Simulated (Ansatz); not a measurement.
Clamped-ion strain scan in KCl

Level of theory: Ansatz, DFT PBE, scalar-relativistic, plane waves, PAW. Cutoff 420 eV, Γ-centred 6×6×6 k-points, Gaussian smearing of 0.05 eV. No spin polarisation. Energies are free energies at this smearing, counted from the undisturbed cell; pressure is positive in compression.

Reference structure (as given, not relaxed at this level; it stands at 0.6 GPa):

```
K Cl
1.0
     0.00000    3.15610    3.15610
     3.15610    0.00000    3.15610
     3.15610    3.15610    0.00000
K Cl
1 1
Direct
  0.00000 0.00000 0.00000
  0.50000 0.50000 0.50000
```

The cell is strained by ε times the Voigt pattern (0, 1, 0, 0, 0, 0) (xx, yy, zz, yz, xz, xy; engineering shear) with fractional coordinates fixed.

| ε | ΔE (meV/atom) | stress summed along the pattern (GPa, tension positive) | pressure (GPa) | gap on the mesh (eV) |
| --- | --- | --- | --- | --- |
| -0.0400 | 12.6 | -2.84 | ? | ? |
| -0.0300 | 7.7 | ? | 1.3 | ? |
| -0.0200 | 4.1 | -1.56 | 1.0 | 5.22 |
| -0.0100 | 1.6 | -1.04 | 0.8 | 5.19 |
| 0.0000 | 0.0 | -0.58 | 0.6 | 5.16 |
| 0.0100 | -0.7 | -0.18 | 0.4 | 5.12 |
| 0.0200 | ? | 0.17 | 0.2 | ? |
| 0.0300 | -0.1 | 0.47 | 0.1 | 5.05 |
| 0.0350 | 0.4 | 0.60 | 0.0 | 5.03 |
| 0.0400 | 1.1 | 0.73 | 0.0 | 5.02 |

(1) Give the withheld values.

## Answers

(1) pressure (GPa) at ε = -0.0400: 1.5; gap on the mesh (eV) at ε = -0.0400: 5.27; stress summed along the pattern (GPa, tension positive) at ε = -0.0300: -2.16; gap on the mesh (eV) at ε = -0.0300: 5.24; ΔE (meV/atom) at ε = 0.0200: -0.7; gap on the mesh (eV) at ε = 0.0200: 5.09.